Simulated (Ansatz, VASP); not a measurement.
Rh: VASP beside Ansatz

INCAR

```
SYSTEM = Rh
PREC = Accurate
ENCUT = 520
EDIFF = 1E-6
ISMEAR = 0
SIGMA = 0.15
LREAL = .False.
LASPH = .True.
NELM = 100
ALGO = Normal
ISIF = 2
LWAVE = .False.
LCHARG = .True.
GGA = PS
LELF = .True.
LVHAR = .True.
NBANDS = 14
```

KPOINTS

```
regular mesh
0
Gamma
  22 22 22
  0 0 0
```

The input POSCAR:

```
Rh
1.0
    0.0000000000      1.8730267500      1.8730267500
    1.8730267500      0.0000000000      1.8730267500
    1.8730267500      1.8730267500      0.0000000000
Rh
1
Direct
    0.0000000000      0.0000000000      0.0000000000
```

Input for Ansatz:

```yaml
crystal:
  lattice:
    - [0.0, 1.87302675, 1.87302675]
    - [1.87302675, 0.0, 1.87302675]
    - [1.87302675, 1.87302675, 0.0]
  atoms:
    - { symbol: Rh, position: [0.0, 0.0, 0.0] }
basis:
  ecutwfc: 420
kpoints:
  mp_grid: { grid: [22, 22, 22] }
hamiltonian:
  xc: pbesol
scf:
  occupations: { method: gaussian, width: 0.15 }
output:
  forces: true
  stress: true
  eigenvalues: true
  write_density: true
  write_potential: true
  elf: true
  volumetric_format: npy
```

Change from the starting cell: strain -0.015 along x and y, -0.015 along z, atoms carried along.

Alike in both runs: task single point; functional PBEsol; k mesh 22 × 22 × 22; occupations gaussian, width 0.15 eV; no spin polarisation.

```csv
,VASP,Ansatz
version,VASP 6.6.1,Ansatz 0.2.0
potentials or method,"VASP PAW PBE potentials, release 64 (Rh_pv)","scalar-relativistic, plane waves, PAW"
plane-wave cutoff (eV),520,420
valence electrons in the cell,15,17
```

Ansatz gave:

| Property | Result |
| --- | --- |
| gap on the k mesh at the Fermi level (eV) | none |
| pressure (GPa) | 8.7 |

Q: What did VASP give for the same quantities?

A: gap on the k mesh at the Fermi level (eV): none; pressure (GPa): 8.6.

A gap of «none» marks a metal or a gap that the smearing closes. The two sets of potentials don't hold the same shells in valence.

Caveats: the PAW data sets were made with another functional, which shifts forces and pressure a little (VASP).
